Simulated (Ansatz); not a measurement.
## Ge: ideal shear of a crystal plane

Computed with Ansatz 0.2.0, DFT PBEsol, scalar-relativistic, plane waves, PAW. Settings: plane waves to 420 eV, k-mesh 13×13×4 (Γ-centred), Gaussian smearing 0.15 eV. No spin polarisation. Energies are free energies at this smearing, counted from the undisturbed cell; pressure is positive in compression.

The starting cell (relaxed at this level; this form isn't the usual structure):

```
Ge
1.0
    -3.99697    0.00000    0.00000
    -1.99848   -3.46148    0.00000
     0.00000    0.00000   13.19273
Ge
8
Direct
  0.66667 0.66667 0.65646
  0.66667 0.66667 0.15646
  0.33333 0.33333 0.90646
  0.33333 0.33333 0.40646
  0.66667 0.66667 0.84354
  0.66667 0.66667 0.34354
  0.33333 0.33333 0.09354
  0.33333 0.33333 0.59354
```

The cut lies on the cell's a–b face, a (0 0 1) plane (indices in the standard cell, whose axes needn't be the Cartesian ones shown) of area 13.84 Å², between layers 2.47 Å apart. Vector c is tilted by f times 1·a + 0·b (length 3.997 Å) with the atoms' Cartesian places fixed: one unrelaxed fault a cell. The traction is dγ/du, the slope of γ against the slip u in Å. Some rows repeat others by symmetry and weren't run.

```csv
f,γ (mJ/m²),traction (GPa)
0.0000,0,0.0
0.1000,67,3.4
0.2000,285,7.5
0.3000,653,10.4
0.4000,1053,8.5
0.5000,1248,0.0
0.6000,1053,-8.5
0.7000,653,-10.4
0.8000,285,-7.5
0.9000,67,-3.4
```

Problem. Read off the first barrier and the stress needed to climb it, and compare with Frenkel's sinusoid.

Solution. The first sampled maximum lies at f = 0.500, a slip of 2.00 Å, with γ ≈ 1248 mJ/m², which stands in for the unstable fault energy γ_us, and the steepest sampled slope before it is 10.4 GPa. A sinusoid γ = γ_us sin²(πu/λ) with its maximum there has λ = 4.00 Å and a largest slope πγ_us/λ = 9.8 GPa (1 mJ/m² per Å = 0.01 GPa).

Problem. Is there a metastable fault on this line?

Solution. Apart from points where γ returns to about zero, no local minimum shows among the samples, so at this sampling the line offers no fault for a dislocation to split on; a fault can still lie off the line.

The cut is rigid; relaxing the faces lowers these energies and usually the stresses.

In a metal these slopes depend on the k mesh and the smearing.

Cost: 6 runs of about 12 core-minutes in all, on Oxide Virtual Turin-like Processor (Zen 5) (shared hosts).